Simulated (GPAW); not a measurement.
**Mg15TiO16 (MgO32 Ti1): moments or none**

Aim: find out whether Mg15TiO16 (MgO32 Ti1) carries moments when they start parallel, and what they gain.

Method: PBE; plane waves with GPAW's PAW setups, scalar-relativistic, in GPAW 26.7.0.

### Step 1. The structure

Symmetry: P4/mmm, No. 123, tetragonal system. The conventional cell has a = 8.424 Å, b = 8.424 Å, c = 4.212 Å, α = 90.00°, β = 90.00°, γ = 90.00°. Ti has 6 O at 2.11 Å nearest. O has 5 Mg at 2.11 Å and 1 Ti at 2.11 Å nearest. Nearest to Mg lie 6 O at 2.11 Å. Nearest to O lie 6 Mg at 2.11 Å. Nearest to O lie 4 Mg at 2.11 Å and 2 Ti at 2.11 Å. Mg has 6 O at 2.11 Å nearest. substitutional dopants on the host's lattice, its constants typed without a cited source, atoms not relaxed. Farther neighbours and most contacts between anions are not listed.

The cell is a made-up one and need not be a known phase.

### Step 2. Start 1: ferro +

Parallel moments need no larger cell; this start tests for a ferromagnetic state only.

Input file order1.py:

```python
import json
import numpy as np
from ase import Atoms
from ase.parallel import paropen, parprint
from gpaw import GPAW

atoms = Atoms(['Ti', 'O', 'Mg', 'O', 'Mg', 'O', 'Mg', 'O', 'Mg', 'O', 'Mg', 'O', 'Mg', 'O', 'Mg', 'O', 'Mg', 'O', 'Mg', 'O', 'Mg', 'O', 'Mg', 'O', 'Mg', 'O', 'Mg', 'O', 'Mg', 'O', 'Mg', 'O'],
    cell=[[8.424, 0.0, 0.0],
         [0.0, 8.424, 0.0],
         [0.0, 0.0, 4.212]],
    scaled_positions=[[0.0, 0.0, 0.0],
         [0.25, 0.0, 0.0],
         [0.0, 0.25, 0.5],
         [0.25, 0.25, 0.5],
         [0.25, 0.0, 0.5],
         [0.0, 0.0, 0.5],
         [0.25, 0.25, 0.0],
         [0.0, 0.25, 0.0],
         [0.0, 0.5, 0.0],
         [0.25, 0.5, 0.0],
         [0.0, 0.75, 0.5],
         [0.25, 0.75, 0.5],
         [0.25, 0.5, 0.5],
         [0.0, 0.5, 0.5],
         [0.25, 0.75, 0.0],
         [0.0, 0.75, 0.0],
         [0.5, 0.0, 0.0],
         [0.75, 0.0, 0.0],
         [0.5, 0.25, 0.5],
         [0.75, 0.25, 0.5],
         [0.75, 0.0, 0.5],
         [0.5, 0.0, 0.5],
         [0.75, 0.25, 0.0],
         [0.5, 0.25, 0.0],
         [0.5, 0.5, 0.0],
         [0.75, 0.5, 0.0],
         [0.5, 0.75, 0.5],
         [0.75, 0.75, 0.5],
         [0.75, 0.5, 0.5],
         [0.5, 0.5, 0.5],
         [0.75, 0.75, 0.0],
         [0.5, 0.75, 0.0]],
    pbc=True,
    magmoms=[1.0, 0.0, 0.0, 0.0, 0.0, 0.0, 0.0, 0.0, 0.0, 0.0, 0.0, 0.0, 0.0, 0.0, 0.0, 0.0, 0.0, 0.0, 0.0, 0.0, 0.0, 0.0, 0.0, 0.0, 0.0, 0.0, 0.0, 0.0, 0.0, 0.0, 0.0, 0.0])
atoms.calc = GPAW(mode={'name': 'pw', 'ecut': 600},
    xc='PBE',
    kpts={'size': (3, 3, 6), 'gamma': True},
    occupations={'name': 'fermi-dirac', 'width': 0.05},
    convergence={'density': 1e-05, 'energy': 1e-05},
    maxiter=200,
    mixer={'name': 'pulay', 'beta': 0.05, 'nmaxold': 6, 'weight': 50},
    symmetry={'tolerance': 1e-4},
    txt='order1.txt')
e = atoms.get_potential_energy(force_consistent=True)
res = {'free_energy': e, 'energy_sigma0': atoms.get_potential_energy(), 'fermi_energy': atoms.calc.get_fermi_level()}
res['moments'] = atoms.get_magnetic_moments().tolist()
res['total'] = atoms.get_magnetic_moment()
parprint('site moments (muB):', np.round(res['moments'], 3))
parprint(f"total moment: {res['total']:.3f} muB")
parprint(f'free energy: {e:.6f} eV')
atoms.calc.write('order1.gpw')
with paropen('results.json', 'w') as f:
    json.dump(res, f)
```

Run with:

```bash
$ OMP_NUM_THREADS=1 mpirun -n 4 gpaw python order1.py > order1.log
```

Numbers of over 12 decimals in the logs are rounded to 6 here.

Output:

```text
site moments (muB): [ 1.313e+00  1.100e-02  2.000e-03  0.000e+00  2.000e-03 -1.900e-02
  1.000e-03  1.100e-02  0.000e+00  1.000e-03  2.000e-03  0.000e+00
  0.000e+00  1.000e-03  1.000e-03  1.100e-02  0.000e+00  1.100e-02
  0.000e+00  0.000e+00  2.000e-03  1.000e-03  1.000e-03  1.000e-03
  0.000e+00  1.000e-03  0.000e+00  0.000e+00  0.000e+00  0.000e+00
  1.000e-03  1.000e-03]
total moment: 1.962 muB
free energy: -196.764474 eV

--- order1.txt ---
Input parameters:
  mode=PW(ecut=600),
  convergence={'density': 1e-05, 'energy': 1e-05},
  kpts=MonkhorstPack(size=(3, 3, 6), gamma=True),
  maxiter=200,
  mixer=Pulay(name='pulay', nmaxold=6, beta=0.05, weight=50, sigma=0.015, g_ss=None),
  occupations=Occupations(name='fermi-dirac', width=0.05),
  symmetry=Symmetry(tolerance=0.0001),
  xc=XC(name='PBE')

Diagonalizing LCAO Hamiltonian
Converting LCAO to pw mode
      .--------------------.
     /|                    |
    / |                    |
   /  |                    |
  /  Mg   O    Mg   O      |
 *  O .--Mg---O----Mg------.
 |Mg O O  Mg MgO  O Mg    /
 O  MgMg O O  Mg MgO     /
 | /                    /
 |/    Mg    O    Mg   /
 Ti---O----Mg----O----*

Atoms  # Å, Bohr magnetons
|    | symbol |        x |        y |        z |    initial magnetic moments |
|----|--------|----------|----------|----------|-----------------------------|
|  0 |     Ti | 0.000000 | 0.000000 | 0.000000 | ( 0.0000,  0.0000,  1.0000) |
|  1 |      O | 2.106000 | 0.000000 | 0.000000 | ( 0.0000,  0.0000,  0.0000) |
|  2 |     Mg | 0.000000 | 2.106000 | 2.106000 | ( 0.0000,  0.0000,  0.0000) |
|  3 |      O | 2.106000 | 2.106000 | 2.106000 | ( 0.0000,  0.0000,  0.0000) |
|  4 |     Mg | 2.106000 | 0.000000 | 2.106000 | ( 0.0000,  0.0000,  0.0000) |
|  5 |      O | 0.000000 | 0.000000 | 2.106000 | ( 0.0000,  0.0000,  0.0000) |
|  6 |     Mg | 2.106000 | 2.106000 | 0.000000 | ( 0.0000,  0.0000,  0.0000) |
|  7 |      O | 0.000000 | 2.106000 | 0.000000 | ( 0.0000,  0.0000,  0.0000) |
|  8 |     Mg | 0.000000 | 4.212000 | 0.000000 | ( 0.0000,  0.0000,  0.0000) |
|  9 |      O | 2.106000 | 4.212000 | 0.000000 | ( 0.0000,  0.0000,  0.0000) |
| 10 |     Mg | 0.000000 | 6.318000 | 2.106000 | ( 0.0000,  0.0000,  0.0000) |
| 11 |      O | 2.106000 | 6.318000 | 2.106000 | ( 0.0000,  0.0000,  0.0000) |
| 12 |     Mg | 2.106000 | 4.212000 | 2.106000 | ( 0.0000,  0.0000,  0.0000) |
| 13 |      O | 0.000000 | 4.212000 | 2.106000 | ( 0.0000,  0.0000,  0.0000) |
| 14 |     Mg | 2.106000 | 6.318000 | 0.000000 | ( 0.0000,  0.0000,  0.0000) |
| 15 |      O | 0.000000 | 6.318000 | 0.000000 | ( 0.0000,  0.0000,  0.0000) |
| 16 |     Mg | 4.212000 | 0.000000 | 0.000000 | ( 0.0000,  0.0000,  0.0000) |
| 17 |      O | 6.318000 | 0.000000 | 0.000000 | ( 0.0000,  0.0000,  0.0000) |
| 18 |     Mg | 4.212000 | 2.106000 | 2.106000 | ( 0.0000,  0.0000,  0.0000) |
| 19 |      O | 6.318000 | 2.106000 | 2.106000 | ( 0.0000,  0.0000,  0.0000) |
| 20 |     Mg | 6.318000 | 0.000000 | 2.106000 | ( 0.0000,  0.0000,  0.0000) |
| 21 |      O | 4.212000 | 0.000000 | 2.106000 | ( 0.0000,  0.0000,  0.0000) |
| 22 |     Mg | 6.318000 | 2.106000 | 0.000000 | ( 0.0000,  0.0000,  0.0000) |
| 23 |      O | 4.212000 | 2.106000 | 0.000000 | ( 0.0000,  0.0000,  0.0000) |
| 24 |     Mg | 4.212000 | 4.212000 | 0.000000 | ( 0.0000,  0.0000,  0.0000) |
| 25 |      O | 6.318000 | 4.212000 | 0.000000 | ( 0.0000,  0.0000,  0.0000) |
| 26 |     Mg | 4.212000 | 6.318000 | 2.106000 | ( 0.0000,  0.0000,  0.0000) |
| 27 |      O | 6.318000 | 6.318000 | 2.106000 | ( 0.0000,  0.0000,  0.0000) |
| 28 |     Mg | 6.318000 | 4.212000 | 2.106000 | ( 0.0000,  0.0000,  0.0000) |
| 29 |      O | 4.212000 | 4.212000 | 2.106000 | ( 0.0000,  0.0000,  0.0000) |
| 30 |     Mg | 6.318000 | 6.318000 | 0.000000 | ( 0.0000,  0.0000,  0.0000) |
| 31 |      O | 4.212000 | 6.318000 | 0.000000 | ( 0.0000,  0.0000,  0.0000) |

Unit cell  # Å
| periodic |        x |        y |        z |  lengths |    angles |
|----------|----------|----------|----------|----------|-----------|
|      yes | 8.424000 | 0.000000 | 0.000000 | 8.424000 | 90.000000 |
|      yes | 0.000000 | 8.424000 | 0.000000 | 8.424000 | 90.000000 |
|      yes | 0.000000 | 0.000000 | 4.212000 | 4.212000 | 90.000000 |

Number of symmetries: 16

BZ-sampling:
  Number of BZ points: 54
  Number of IBZ points: 12

  Monkhorst-Pack size: [3, 3, 6]
  Monkhorst-Pack shift: [0.0, 0.0, 0.083333]

K-points  # in reciprocal-cell coordinates
|     |                                coordinates |     weight |
|-----|--------------------------------------------|------------|
|   0 | (  0.00000000,   0.00000000,   0.00000000) | 0.01851852 |
|   1 | (  0.00000000,   0.00000000,   0.16666667) | 0.03703704 |
|   2 | (  0.00000000,   0.00000000,   0.33333333) | 0.03703704 |
|   3 | (  0.00000000,   0.00000000,   0.50000000) | 0.01851852 |
|   4 | (  0.33333333,   0.00000000,   0.00000000) | 0.07407407 |
|   5 | (  0.33333333,   0.00000000,   0.16666667) | 0.14814815 |
|   6 | (  0.33333333,   0.00000000,   0.33333333) | 0.14814815 |
|   7 | (  0.33333333,   0.00000000,   0.50000000) | 0.07407407 |
|   8 | (  0.33333333,   0.33333333,   0.00000000) | 0.07407407 |
|   9 | (  0.33333333,   0.33333333,   0.16666667) | 0.14814815 |
| ... |                                            |            |
|  11 | (  0.33333333,   0.33333333,   0.50000000) | 0.07407407 |

Plane wave coefficients: 10005
Cutoff: 600.0 eV

Spin-components: 2 (collinear spins)
Bands:           160
Projectors:      161
Spin-degeneracy: 1
Datatype:        complex128

Parallelization:
  kpt:    4
  domain: 1
  band:   1

Density:
  Valence electrons: 258.0
  Components: 2
  Grid points: [48 48 24]
  Charge: 0.0  # |e|

Potential:
  Grid points: [48 48 24]

species:
  Ti:
    name:    Titanium
    Z:       22.0
    valence: 12
    core:    10
    charge:  0.0  # [|e|]
    compensation charges:
      type: gauss
      rc: 0.38  # [Å]
      lmax: 2
    cutoffs:
      filter: 2.23  # [Å]
      core: 1.02  # [Å]
    projectors
    | kind |    occ | energy [eV] | rcut [Å] |
    |------|--------|-------------|----------|
    |   3s |  2.000 |     -62.623 |    1.270 |
    |   4s |  2.000 |      -4.466 |    1.270 |
    |   3p |  6.000 |     -38.862 |    1.058 |
    |   4p |  0.000 |      -1.466 |    1.058 |
    |   3d |  2.000 |      -4.258 |    1.058 |
    |    d |        |      22.953 |    1.058 |

    Using partial waves for Ti as LCAO basis

  O:
    name:    Oxygen
    Z:       8.0
    valence: 6
    core:    2
    charge:  0.0  # [|e|]
    compensation charges:
      type: gauss
      rc: 0.21  # [Å]
      lmax: 2
    cutoffs:
      filter: 1.17  # [Å]
      core: 0.83  # [Å]
    projectors
    | kind |    occ | energy [eV] | rcut [Å] |
    |------|--------|-------------|----------|
    |   2s |  2.000 |     -23.961 |    0.688 |
    |   2p |  4.000 |      -9.029 |    0.598 |
    |    s |        |       3.251 |    0.688 |
    |    p |        |      18.182 |    0.598 |
    |    d |        |       0.000 |    0.619 |

    Using partial waves for O as LCAO basis

  Mg:
    name:    Magnesium
    Z:       12.0
    valence: 10
    core:    2
    charge:  0.0  # [|e|]
    compensation charges:
      type: gauss
      rc: 0.33  # [Å]
      lmax: 2
    cutoffs:
      filter: 1.86  # [Å]
      core: 0.54  # [Å]
    projectors
    | kind |    occ | energy [eV] | rcut [Å] |
    |------|--------|-------------|----------|
    |   2s |  2.000 |     -79.840 |    1.090 |
    |   3s |  2.000 |      -4.705 |    1.090 |
    |   2p |  6.000 |     -46.613 |    1.085 |
    |   3p |  0.000 |      -1.330 |    1.085 |
    |    d |        |       0.000 |    1.037 |

    Using partial waves for Mg as LCAO basis

Reference energy: -137622.324430  # eV

eigensolver:
  PPCG
  Converge bands: occupied
  niter=2

density mixing:
  Pulay-Mixer
  Linear mixing parameters: 0.05
  Old densities: 6
  Fourier metric: weight=50, sigma=0.015

occupation numbers:
  Fermi-Dirac:
    width: 0.0500  # eV

poisson solver:
  ecut: 4800.0  # eV

xc functional:
  name: PBE with 2 nearest neighbor stencil

convergence criteria:
- Maximum integral of absolute [dens]ity change: 1e-05 electrons / valence electron
- Maximum [total energy] change in last 3 cyles: 1e-05 eV / valence electron
- Maximum integral of absolute [eigenst]ate change: 4e-08 eV^2 / valence electron
maximum number of iterations: 200

SCF iterations
|iter     |      energy | eigst |  dens |  magmom |
|---------|-------------|-------|-------|---------|
|iter:   1|       0s | -216.054297 | +0.84 |       |  +1.0017|
|iter:   2|      23s | -210.893724 | -0.35 | -0.97 |  +1.0424|
|iter:   3|      45s | -196.973112 | +0.33 | -1.02 |  +1.2655|
|iter:   4|      67s | -196.752923 | -0.23 | -1.37 |  +1.4194|
|iter:   5|      89s | -196.719952 | -1.27 | -1.47 |  +1.6778|
|iter:   6|     111s | -196.729814 | -2.46 | -1.78 |  +1.6608|
|iter:   7|     133s | -196.863407 | -1.23 | -1.75 |  +1.8117|
|iter:   8|     156s | -196.760682 | -1.59 | -2.00 |  +1.8880|
|iter:   9|     179s | -196.771915 | -2.39 | -2.67 |  +1.9049|
|iter:  10|     201s | -196.752024 | -2.79 | -2.56 |  +1.9014|
|iter:  11|     224s | -196.752510 | -3.74 | -2.85 |  +1.9138|
|iter:  12|     247s | -196.754021c| -3.66 | -2.98 |  +1.9302|
|iter:  13|     269s | -196.754828c| -4.24 | -3.07 |  +1.9467|
|iter:  14|     292s | -196.754831c| -4.01 | -3.28 |  +1.9520|
|iter:  15|     315s | -196.754846c| -4.75 | -3.50 |  +1.9533|
|iter:  16|     337s | -196.754980c| -5.48 | -3.60 |  +1.9575|
|iter:  17|     359s | -196.755055c| -5.78 | -3.67 |  +1.9601|
|iter:  18|     381s | -196.755068c| -6.26 | -3.71 |  +1.9599|
|iter:  19|     403s | -196.755218c| -5.92 | -3.78 |  +1.9633|
|iter:  20|     425s | -196.755255c| -6.55 | -4.21 |  +1.9643|
|iter:  21|     447s | -196.755263c| -7.39 | -4.28 |  +1.9643|
|iter:  22|     470s | -196.755286c| -6.79 | -4.30 |  +1.9633|
|iter:  23|     486s | -196.755295c| -7.38 | -4.55 |  +1.9631|
|iter:  24|     499s | -196.755301c| -7.60c| -4.63 |  +1.9632|
|iter:  25|     512s | -196.755309c| -7.57c| -4.64 |  +1.9631|
|iter:  26|     528s | -196.755312c| -7.68c| -4.69 |  +1.9627|
|iter:  27|     543s | -196.755322c| -7.56c| -4.84 |  +1.9626|
|iter:  28|     554s | -196.755322c| -7.71c| -4.96 |  +1.9626|
|iter:  29|     565s | -196.755331c| -7.87c| -4.96 |  +1.9626|
|iter:  30|     576s | -196.755337c| -7.60c| -5.22c|  +1.9624|

Converged in 30 steps
Energy contributions relative to reference atoms: (reference = -137622.324430)

Energy contributions:
  Kinetic:         207.080017
  Coulomb:        -172.079323
  Zero:              1.652433
  External:          0.000000
  Xc:             -233.399329
  Entropy:          -0.018272
  Spinorbit:         0.000000
  ----------------------------
  Free energy:    -196.764474
  Extrapolated:   -196.755337

dipole moment: (-157.152551, -157.152551, -149.965215)  # |e|*Ang

Total magnetic moment: (0.000000, 0.000000, 1.962425)

Local magnetic moments
|        x |        y |         z |
|----------|----------|-----------|
| 0.000000 | 0.000000 |  1.313288 |  # Ti   0
| 0.000000 | 0.000000 |  0.011445 |  # O    1
| 0.000000 | 0.000000 |  0.001830 |  # Mg   2
| 0.000000 | 0.000000 |  0.000308 |  # O    3
| 0.000000 | 0.000000 |  0.001830 |  # Mg   4
| 0.000000 | 0.000000 | -0.018932 |  # O    5
| 0.000000 | 0.000000 |  0.001199 |  # Mg   6
| 0.000000 | 0.000000 |  0.011445 |  # O    7
| 0.000000 | 0.000000 |  0.000304 |  # Mg   8
| 0.000000 | 0.000000 |  0.000812 |  # O    9
| 0.000000 | 0.000000 |  0.001830 |  # Mg  10
| 0.000000 | 0.000000 |  0.000308 |  # O   11
| 0.000000 | 0.000000 |  0.000046 |  # Mg  12
| 0.000000 | 0.000000 |  0.000651 |  # O   13
| 0.000000 | 0.000000 |  0.001199 |  # Mg  14
| 0.000000 | 0.000000 |  0.011445 |  # O   15
[...]
| 0.000000 | 0.000000 |  0.001199 |  # Mg  22
| 0.000000 | 0.000000 |  0.000812 |  # O   23
| 0.000000 | 0.000000 |  0.000327 |  # Mg  24
| 0.000000 | 0.000000 |  0.000812 |  # O   25
| 0.000000 | 0.000000 |  0.000046 |  # Mg  26
| 0.000000 | 0.000000 |  0.000308 |  # O   27
| 0.000000 | 0.000000 |  0.000046 |  # Mg  28
| 0.000000 | 0.000000 |  0.000089 |  # O   29
| 0.000000 | 0.000000 |  0.001199 |  # Mg  30
| 0.000000 | 0.000000 |  0.000812 |  # O   31

Fermi level: 10.229
Eigenvalues  # (at kpt = [0.000, 0.000, 0.000])
| band index |      eig [eV] | occ [0-1] |      eig [eV] | occ [0-1] |
|------------|---------------|-----------|---------------|-----------|
|          0 |       -67.369 |     1.000 |       -67.369 |     1.000 |
|        ... |               |           |               |           |
|        123 |         4.452 |     1.000 |         4.459 |     1.000 |
|        124 |         4.452 |     1.000 |         4.459 |     1.000 |
|        125 |         5.051 |     1.000 |         5.058 |     1.000 |
|        126 |         5.061 |     1.000 |         5.068 |     1.000 |
|        127 |         5.061 |     1.000 |         5.068 |     1.000 |
|        128 |         9.574 |     1.000 |         9.944 |     0.997 |
|        129 |         9.574 |     1.000 |        10.945 |     0.000 |
|        130 |         9.876 |     0.999 |        10.945 |     0.000 |
|        131 |        10.020 |     0.985 |        11.758 |     0.000 |
|        132 |        11.772 |     0.000 |        12.493 |     0.000 |
|        133 |        12.338 |     0.000 |        12.624 |     0.000 |
|        134 |        13.160 |     0.000 |        13.194 |     0.000 |
|        135 |        13.160 |     0.000 |        13.194 |     0.000 |
|        136 |        13.394 |     0.000 |        13.517 |     0.000 |
|        137 |        14.038 |     0.000 |        14.364 |     0.000 |
|        ... |               |           |               |           |
|        159 |        18.170 |     0.000 |        18.217 |     0.000 |

No gap
No difference between direct/indirect transitions
```

Wall time 10 min (4 MPI ranks of Arm Neoverse V2, shared host); peak memory 2.4 GiB.

Spin moment in the augmentation sphere by element, in μB:

```
element  atoms  mean  spread (r.m.s.)  least  largest
     Ti      1  1.31             0.00   1.31     1.31
      O     16  0.00             0.01  -0.02     0.01
     Mg     15  0.00             0.00   0.00     0.00
```

The atoms farthest from the mean of their element:

```
atom       x, y, z (Å)  spin moment in the augmentation sphere (μB)
  O6  0.00, 0.00, 2.11                                        -0.02
  O2  2.11, 0.00, 0.00                                         0.01
  O8  0.00, 2.11, 0.00                                         0.01
 O16  0.00, 6.32, 0.00                                         0.01
 O18  6.32, 0.00, 0.00                                         0.01
 O30  4.21, 4.21, 2.11                                         0.00
 O12  2.11, 6.32, 2.11                                         0.00
  O4  2.11, 2.11, 2.11                                         0.00
```

Read from the output:

| Property | Result |
| --- | --- |
| magnetization | 1.962 μB |
| final state | ferromagnetic |

After 30 cycles the largest moment stands at 1.31 μB.

(Part 1 of 2 ends here.)

[Logs and program files are shortened in this print: banners, set-up blocks, solver, clock and traceback lines can be left out without a mark of their own.]

[Logs are printed without paths, hosts, clocks, repeated set-up lines and the standing remarks that a program may print on its own settings, such as how far it seeks lower states.]

[Hosts, paths, dates, database ids (printed as entryN), source tags and the programs' standing remarks are cut or masked in the printed files.]

[Where a cell is said to come from a database of computed structures, the database is the Materials Project.]
